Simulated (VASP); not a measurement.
# Al (Fm-3m) in VASP: notebook, part 2 of 2

VASP 6.6.1.

## Step 3: Electrostatic potential, PBE

This run uses another cell than the first one, of 16.50 Å³/atom, 1.016 times its volume.

Input file INCAR:

```
SYSTEM = Al
PREC = Accurate ; ENCUT = 520
EDIFF = 1E-7 ; ISMEAR = 1
SIGMA = 0.1 ; LREAL = .FALSE.
LASPH = .TRUE. ; NELM = 80
ALGO = Fast ; ISIF = 2
LWAVE = .FALSE. ; LCHARG = .TRUE.
GGA = PE ; LVHAR = .TRUE.
```

Input file KPOINTS:

```
regular mesh
0
G
  18 18 18
  0 0 0
```

Input file POSCAR:

```
Al                                      
1.0
    0.0000000000      2.0206176519      2.0206176519
    2.0206176519      0.0000000000      2.0206176519
    2.0206176519      2.0206176519      0.0000000000
  Al            
     1
Direct
     0.0000000000000000    0.0000000000000000    0.0000000000000000
```

Potentials or basis: VASP PAW PBE potentials, release 64 (Al).

The run is started by

```bash
cat potpaw_PBE.64/Al/POTCAR > POTCAR
mpirun -np 1 vasp_std > vasp.out
```

OUTCAR:

```text
SYSTEM = Al
   PREC = Accurate
   ENCUT = 520
   EDIFF = 1E-7
   ISMEAR = 1
   LREAL = .FALSE.
   LASPH = .TRUE.
   NELM = 80
   ISIF = 2
   GGA = PE

 ion  position               nearest neighbor table
   1  0.000  0.000  0.000-

  LATTYP: Found a face centered cubic cell.
 ALAT       =     4.0412353038

  Lattice vectors:

 A1 = (   0.0000000000,   2.0206176519,   2.0206176519)
 A2 = (   2.0206176519,   0.0000000000,   2.0206176519)
 A3 = (   2.0206176519,   2.0206176519,   0.0000000000)

[... 372 lines left out ...]
      5      21.8821      0.00000

 [... further k-points ...]

------------------------ aborting loop because EDIFF is reached ----------------------------------------

  FORCE on cell =-STRESS in cart. coord.  units (eV):
  Direction    XX          YY          ZZ          XY          YZ          ZX
  --------------------------------------------------------------------------------------
  -------------------------------------------------------------------------------------
  Total       -0.0000942     -0.0000942     -0.0000942      0.0000000      0.0000000     -0.0000000
  in kB       -0.0091494     -0.0091494     -0.0091494      0.0000000      0.0000000     -0.0000000
  external PRESSURE =      -0.0091494 kB  Pullay stress =       0.0000000 kB

 VOLUME and BASIS-vectors are now :
 -----------------------------------------------------------------------------
  energy-cutoff  :      520.00
  volume of cell :       16.50
      direct lattice vectors                 reciprocal lattice vectors
     0.000000000  2.020617652  2.020617652    -0.247449090  0.247449090  0.247449090
     2.020617652  0.000000000  2.020617652     0.247449090 -0.247449090  0.247449090
     2.020617652  2.020617652  0.000000000     0.247449090  0.247449090 -0.247449090

 POSITION                                       TOTAL-FORCE (eV/Angst)
 -----------------------------------------------------------------------------------
      0.00000      0.00000      0.00000         0.000000     -0.000000     -0.000000
 -----------------------------------------------------------------------------------
    total drift:                               -0.000000     -0.000000     -0.000000

  FREE ENERGIE OF THE ION-ELECTRON SYSTEM (eV)
  ---------------------------------------------------
  free  energy   TOTEN  =        -3.7430688699 eV

  energy  without entropy=       -3.7423650300  energy(sigma->0) =       -3.74283426
```

OSZICAR:

```text
N       E                     dE             d eps       ncg     rms          rms(c)
DAV:   1    -0.151653251450E+01   -0.15165E+01   -0.86583E+02  2055   0.328E+02
DAV:   2    -0.374340233236E+01   -0.22269E+01   -0.20504E+01  2525   0.314E+01
DAV:   3    -0.376542637462E+01   -0.22024E-01   -0.21953E-01  2570   0.345E+00
DAV:   4    -0.376551720194E+01   -0.90827E-04   -0.90819E-04  2610   0.202E-01
DAV:   5    -0.376551759965E+01   -0.39771E-06   -0.39755E-06  2640   0.121E-02    0.130E+00
RMM:   6    -0.375253307305E+01    0.12985E-01   -0.12838E-03  1954   0.305E-01    0.765E-01
RMM:   7    -0.374305691696E+01    0.94762E-02   -0.40896E-03  2096   0.523E-01    0.123E-01
RMM:   8    -0.374306789713E+01   -0.10980E-04   -0.13405E-04  2110   0.117E-01    0.229E-02
RMM:   9    -0.374306966564E+01   -0.17685E-05   -0.23882E-05  2165   0.465E-02    0.119E-02
RMM:  10    -0.374306961142E+01    0.54219E-07   -0.58190E-06  2244   0.247E-02    0.103E-02
RMM:  11    -0.374306893808E+01    0.67334E-06   -0.12882E-06  2238   0.971E-03    0.387E-03
RMM:  12    -0.374306886992E+01    0.68157E-07   -0.42986E-07  2093   0.628E-03
   1 F= -.37430689E+01 E0= -.37428343E+01  d E =-.703840E-03
```

Wall time 5.2 s (1 thread of Intel Xeon 6975P-C (Granite Rapids), shared host); peak memory 0.14 GiB.

Results:

* Free energy: -3.7431 eV
* Pressure: 0.0 GPa
* Band gap on the k mesh: none (metal or under the smearing width)

## Step 4: Relaxation of cell and atoms, PBE

Input file INCAR:

```
SYSTEM = Al
  ALGO = Normal
  EDIFF = 1E-7
  EDIFFG = -0.005
  ENCUT = 600
  GGA = PE
  IBRION = 2
  ISIF = 3
  ISMEAR = 1
  LASPH = .TRUE.
  LCHARG = .FALSE.
  LREAL = .FALSE.
  LWAVE = .FALSE.
  NELM = 120
  NSW = 60
  PREC = Accurate
  SIGMA = 0.1
```

Input file KPOINTS:

```
k-points
0
G
  18 18 18
  0 0 0
```

Input file POSCAR:

```
Al
1.0
    0.0000000000      2.0100000000      2.0100000000
    2.0100000000      0.0000000000      2.0100000000
    2.0100000000      2.0100000000      0.0000000000
Al
1
Direct
    0.0000000000      0.0000000000      0.0000000000
```

The run is started by

```bash
cat potpaw_PBE.64/Al/POTCAR > POTCAR
mpirun -np 1 vasp_std > vasp.out
```

Wall time 8.1 s (1 thread of Intel Xeon 6975P-C (Granite Rapids), shared host); peak memory 0.14 GiB.

Results (log left out):

```yaml
Free_energy: -3.7431 eV
Relaxed_volume: 16.50 Å³/atom
Relaxed_cell: a = 2.858 Å, b = 2.858 Å, c = 2.858 Å, α = 60.00°, β = 60.00°, γ = 60.00°
Space_group_after_relaxing_to_0.05_Å: Fm-3m (No. 225)
Energy_gained_by_relaxing: 1.0 meV/atom
Ionic_steps: 3
Pressure_after_relaxing: 0.0 GPa
Band_gap_on_the_k_mesh: none (metal or under the smearing width)
```

Step by step:
```
step  energy change (eV)  largest force (eV/Å)  pressure (GPa)  volume (Å³)
   1              0.0000                0.0000            1.23        16.24
   2             -0.0010                0.0000           -0.16        16.54
   3             -0.0010                0.0000            0.00        16.50
```

Final structure:
```yaml
crystal:
  lattice:
    - [0.00000, 2.02062, 2.02062]
    - [2.02062, 0.00000, 2.02062]
    - [2.02062, 2.02062, 0.00000]
  atoms:
    - { symbol: Al, position: [0.00000, 0.00000, 0.00000] }
```

Levels at points of the mesh, in eV from the Fermi level:
```csv
k point,band 1,band 2,band 3,band 4,band 5
"(0.00, 0.00, 0.00)",-11.13,12.63,12.63,12.63,14.12
"(0.50, 0.00, 0.00)",-4.59,-4.37,11.42,11.42,11.47
"(0.50, 0.50, 0.00)",-2.92,-1.59,5.27,5.60,5.60
```

## Step 5: Electrostatic potential, PBE

This run uses another cell than the first one, of 16.50 Å³/atom, 1.016 times its volume.

Input file INCAR:

```
SYSTEM = Al
ALGO     = Normal         ! electronic algorithm
EDIFF    = 1E-7           ! SCF threshold, eV
ENCUT    = 520            ! plane-wave cutoff, eV
GGA      = PE             ! functional
ISIF     = 2              ! what is computed and relaxed
ISMEAR   = 1              ! smearing method
LASPH    = .TRUE.         ! aspherical terms in the spheres
LCHARG   = .TRUE.         ! write CHGCAR
LREAL    = .FALSE.        ! projectors in reciprocal space
LVHAR    = .TRUE.       
LWAVE    = .FALSE.        ! write WAVECAR
NELM     = 100            ! most SCF steps
PREC     = Accurate       ! precision mode
SIGMA    = 0.1            ! smearing width, eV
```

KPOINTS is that of step 4.

Input file POSCAR:

```
Al                                      
1.0
   -0.0000000000      2.0206174258      2.0206174258
    2.0206174258      0.0000000000      2.0206174258
    2.0206174258      2.0206174258      0.0000000000
  Al            
     1
Direct
     0.0000000000000000    0.0000000000000000    0.0000000000000000
```

The run is started by

```bash
cat potpaw_PBE.64/Al/POTCAR > POTCAR
mpirun -np 1 vasp_std > vasp.out
```

Run time: 4.7 s. Hardware: 1 thread of Intel Xeon 6975P-C (Granite Rapids), shared host; peak memory 0.13 GiB.

It converged, with:

```
Free energy            : -3.7431 eV
Pressure               : 0.0 GPa
Band gap on the k mesh : none (metal or under the smearing width)
```

Levels at points of the mesh, in eV from the Fermi level:
```tsv
k point	band 1	band 2	band 3	band 4
(0.00, 0.00, 0.00)	-11.13	12.63	12.63	12.63
(0.50, 0.00, 0.00)	-4.59	-4.37	11.42	11.42
(0.50, 0.50, 0.00)	-2.92	-1.59	5.27	5.60
```
